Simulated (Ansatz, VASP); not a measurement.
## Two plane-wave programs on CsH

```
Cs H
1.0
     0.00000    3.18800    3.18800
     3.18800    0.00000    3.18800
     3.18800    3.18800    0.00000
Cs H
1 1
Direct
  0.96863 0.03137 0.96863
  0.50000 0.50000 0.50000
```

Change from the starting cell: all Cs atoms moved -0.200 Å, as atom 1 along Cartesian [0 1 0].

Alike in both runs: task single point; functional r2SCAN; k mesh 6 × 6 × 6; occupations gaussian, width 0.05 eV; no spin polarisation.

```csv
,VASP,Ansatz
version,VASP 6.6.1,Ansatz 0.2.0
potentials or method,"VASP PAW PBE potentials, release 64 (Cs_sv, H)","scalar-relativistic, plane waves, PAW"
plane-wave cutoff (eV),520,500
valence electrons in the cell,10,10
```

```csv
,VASP,Ansatz,Ansatz less VASP
gap on the k mesh at the Fermi level (eV),2.70,2.71,+0.017
least direct gap on the mesh (eV),2.70,2.71,+0.017
pressure (GPa),0.1,0.1,-0.03
largest component of the traceless stress (GPa),0.29,0.28,-0.006
rms of the force components (eV/Å),0.077,0.076,-0.0011
```

Atom by atom the forces differ by 0.001 eV/Å (rms over components). With one functional, cell and mesh, what is left measures potentials, basis and numerics.

Caveats: the PAW data sets were made with another functional, which shifts forces and pressure a little (VASP); spin-orbit coupling is left out, which moves the levels of the heavy elements. A k mesh can miss the band edges.
